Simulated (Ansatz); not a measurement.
**LiF: how the settings move a single-point run**

Question: which choices in the input matter for LiF? The cell is built on a prototype (wurtzite) and needn't be the phase found in nature.

Computed with Ansatz 0.2.0 (reference: DFT, r2SCAN, plane waves, PAW, unless a step's input says otherwise).

1 further run of the same task is left out (it didn't finish).

### Step 1. The starting structure

Symmetry: P6_3mc, No. 186, hexagonal system. The conventional cell has a = 3.081 Å, b = 3.081 Å, c = 4.785 Å, α = 90.00°, β = 90.00°, γ = 120.00°. Li (site symmetry 3m) is surrounded by 4 F at 1.86 to 1.87 Å. F (site symmetry 3m) is surrounded by 4 Li at 1.86 to 1.87 Å.

Coordinates:

```xyz
4
Lattice="3.0810 0.0000 0.0000 -1.5405 2.6682 0.0000 0.0000 0.0000 4.7853" Properties=species:S:1:pos:R:3 pbc="T T T"
Li    0.0000    1.7788   -0.0356
Li    1.5405    0.8894    2.3571
F     0.0000    1.7788    1.8301
F     1.5405    0.8894    4.2227
```

### Step 2. Reference

The input, input.yaml:

```yaml
crystal:
  lattice:
    - [3.0810126371, 0.0, 0.0]
    - [-1.5405063186, 2.6682352131, 0.0]
    - [0.0, 0.0, 4.7853429675]
  atoms:
    - { symbol: Li, position: [0.3333333333, 0.6666666667, -0.00743053] }
    - { symbol: Li, position: [0.6666666667, 0.3333333333, 0.49256947] }
    - { symbol: F, position: [0.3333333333, 0.6666666667, 0.38243053] }
    - { symbol: F, position: [0.6666666667, 0.3333333333, 0.88243053] }
kpoints:
  mp_grid: { grid: [6, 6, 4] }
hamiltonian:
  xc: r2scan
scf:
  occupations: { method: fixed }
  n_extra_bands: 5
output:
  forces: true
  stress: true
  eigenvalues: true
```

Launch:

```console
$ ansatz run input.yaml --threads 4 --pin off --max-ram 3686MiB --backend cpu --events-out ev --progress --plain --runs-dir out
```

### Step 3. Changed: occupations.method gaussian, occupations.width 0.2

Changes to input.yaml since step 2:

```diff
@@ -15,3 +15,3 @@
 scf:
-  occupations: { method: fixed }
+  occupations: { method: gaussian, width: 0.2 }
   n_extra_bands: 5
```

### Step 4. Changed: ecutwfc 750

Changes to input.yaml since step 2:

```diff
@@ -21 +21,3 @@
   eigenvalues: true
+basis:
+  ecutwfc: 750
```

### Step 5. Variant: occupations.method gaussian, occupations.width 0.5

Changes to input.yaml since step 2:

```diff
@@ -15,3 +15,3 @@
 scf:
-  occupations: { method: fixed }
+  occupations: { method: gaussian, width: 0.5 }
   n_extra_bands: 5
```

### Step 6. Variant: pseudopotentials.kind nc

Changes to input.yaml since step 2:

```diff
@@ -14,2 +14,3 @@
   xc: r2scan
+  pseudopotentials: { kind: nc }
 scf:
```

### Step 7. Changing settings: mixing.ndim 2

Changes to input.yaml since step 2:

```diff
@@ -17,2 +17,4 @@
   n_extra_bands: 5
+  mixing: { ndim: 2 }
+  max_iter: 95
 output:
```

### Step 8. Changed: xc mr2scan

Changes to input.yaml since step 2:

```diff
@@ -13,3 +13,3 @@
 hamiltonian:
-  xc: r2scan
+  xc: mr2scan
 scf:
```

Before running it: what results should come out? Wanted: for each run, ending; energy change; pressure; gap; force.

As calculated:

| run | ending | energy change | pressure (GPa) | gap (eV) | force (eV/Å) | cycles | time |
| --- | --- | --- | --- | --- | --- | --- | --- |
| reference | converged | 0 | 0.0 | 8.58 | 0.00 | 6 | 2 s |
| 1: occupations.method gaussian, occupations.width 0.2 | converged | 0.0 meV/atom (σ→0) | 0.0 | 8.58 | 0.00 | 6 | 1.1 s |
| 2: ecutwfc 750 | converged | -3.3 meV/atom | 0.0 | 8.58 | 0.00 | 6 | 1.8 s |
| 3: occupations.method gaussian, occupations.width 0.5 | converged | 0.0 meV/atom (σ→0) | 0.0 | 8.58 | 0.00 | 6 | 1.7 s |
| 4: pseudopotentials.kind nc | converged | not comparable | -0.1 | 8.62 | 0.00 | 7 | 4.2 s |
| 5: mixing.ndim 2 | converged | 0.0 meV/atom | 0.0 | 8.58 | 0.00 | 9 | 2.2 s |
| 6: xc mr2scan | converged | not comparable | 0.0 | 8.58 | 0.00 | 6 | 1.8 s |

Residual by cycle in the longest SCF loop of each run; runs are numbered as in the table. The quantity is the density residual dr2, in eV.

| cycle | reference | run 1 | run 2 | run 3 | run 4 | run 5 | run 6 |
| --- | --- | --- | --- | --- | --- | --- | --- |
| 1 | 0.015 | 0.0154 | 0.0151 | 0.0152 | 0.981 | 0.015 | 0.015 |
| 2 | 0.00187 | 0.00201 | 0.00181 | 0.00195 | 0.193 | 0.00129 | 0.00187 |
| 3 | 3.3e-4 | 3.3e-4 | 3.7e-4 | 3.3e-4 | 0.00392 | 3.8e-4 | 3.3e-4 |
| 4 | 2.2e-5 | 1.8e-5 | 6.3e-5 | 1.9e-5 | 4.2e-4 | 5.9e-5 | 2.2e-5 |
| 5 | 3.4e-7 | 2.4e-7 | 2.7e-6 | 2.8e-7 | 5.6e-5 | 9.4e-6 | 3.4e-7 |
| 6 | 2.7e-9 | 2.9e-9 | 2.9e-8 | 2.5e-9 | 1.8e-6 | 1.1e-6 | 2.7e-9 |
| 7 | - | - | - | - | 1.7e-8 | 2.6e-7 | - |
| 8 | - | - | - | - | - | 1.3e-7 | - |
| 9 | - | - | - | - | - | 7.4e-9 | - |

Of the variants the dearest is «pseudopotentials.kind nc» (4.2 s), the cheapest «occupations.method gaussian, occupations.width 0.2» (1.1 s), on a shared host.
